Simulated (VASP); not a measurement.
## Results of a VASP single-point calculation on InP (strained zincblende)

POSCAR

```
In P
 1.0000000000000000
     0.0000000000000000    2.9537876347999998    2.8651740058000001
     2.9537876347999998    0.0000000000000000    2.8651740058000001
     2.9537876347999998    2.9537876347999998    0.0000000000000000
 In  P
   1   1
Cartesian
  0.0000000000000000  0.0000000000000000  0.0000000000000000
  1.4768938173999999  1.4768938173999999  1.4325870029000001
```

| Property | Result |
| --- | --- |
| gap between bands v and c | 0.65 eV |
| least direct gap | 0.65 eV |

Band v is the last that the valence electrons fill when counted band by band, and c is the next. Levels in eV from the top of v:

| point | v−1 | v | c | c+1 |
| --- | --- | --- | --- | --- |
| Γ | -0.14 | 0.00 | 0.65 | 3.98 |
| X | -2.54 | -2.54 | 1.55 | 1.99 |
| K | -3.43 | -1.99 | 2.34 | 4.40 |
| L | -1.17 | -0.97 | 1.41 | 4.62 |
| W | -3.07 | -3.03 | 4.13 | 4.23 |

Question: Which of these levels of theory gave these results?
A. PBE
B. PBEsol
C. r²SCAN
D. PBE0
E. LDA
F. PBE with spin–orbit coupling
G. HSE06

Answer: A.

The INCAR was:

```
LREAL = .FALSE.
EDIFF = 1E-7
GGA = PE
ISIF = 2
ENCUT = 520
ISMEAR = -1
PREC = Accurate
SIGMA = 0.02
NELM = 120
LCHARG = .FALSE.
NBANDS = 16
IBRION = -1
LASPH = .TRUE.
LWAVE = .FALSE.
NSW = 0
```
